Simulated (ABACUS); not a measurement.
Crystal: Te2Mo.

```
Te Mo
1.0
     3.51820    0.00000    0.00000
    -1.75910    3.04685    0.00000
     0.00000    0.00000   13.97360
Te Mo
4 2
Direct
  0.66667 0.33333 0.37900
  0.33333 0.66667 0.87900
  0.66667 0.33333 0.12100
  0.33333 0.66667 0.62100
  0.66667 0.33333 0.75000
  0.33333 0.66667 0.25000
```

* Program: ABACUS 3.10.1
* Task: single point
* Functional: PBE
* Potentials or basis: PseudoDojo NC SR 0.4.1 PBE standard
* Cutoff: 1129 eV
* Density cutoff: 4517 eV
* Basis: plane waves
* k mesh: 9 × 9 × 2
* Occupations: fermi-dirac, width 0.05 eV
* Spin: no spin polarisation

On this cell: pressure 3.4 GPa; largest force 0.251 eV/Å; band gap on the k mesh 0.77 eV, indirect (least direct gap 1.04 eV).

The same run follows on a disturbed copy (atoms moved at random, drawn with an rms of 0.05 Å):

```
Te Mo
1.0
     3.51820    0.00000    0.00000
    -1.75910    3.04685    0.00000
     0.00000    0.00000   13.97360
Te Mo
4 2
Direct
  0.68221 0.35004 0.37941
  0.33262 0.66864 0.88013
  0.67577 0.34141 0.12384
  0.34483 0.67496 0.62304
  0.65283 0.31865 0.74889
  0.31947 0.65670 0.25247
```

Task: What does the disturbed cell give?

Result: The energy moves by +21.5 meV/atom; pressure 4.4 GPa; largest force 1.347 eV/Å; band gap on the k mesh 0.73 eV, indirect (least direct gap 1.02 eV).

Forces on the atoms (eV/Å):
```
Te  -0.463 -0.599  0.718
Te  -0.123 -0.348 -0.030
Te  -0.370 -0.411 -0.406
Te  -0.343 -0.552 -0.838
Mo   0.467  0.908  0.879
Mo   0.833  1.002 -0.323
```

Stress tensor (GPa, compression positive):
```
3.88 0.15 0.21
0.15 3.70 0.01
0.21 0.01 5.53
```

Caveats: spin-orbit coupling is left out, which moves the levels of the heavy elements; an odd mesh through Γ misses points on the zone boundary, where band edges often lie; this functional lacks dispersion, which binds the layers, so the pressure and a relaxed spacing across them are unreliable (some runs).
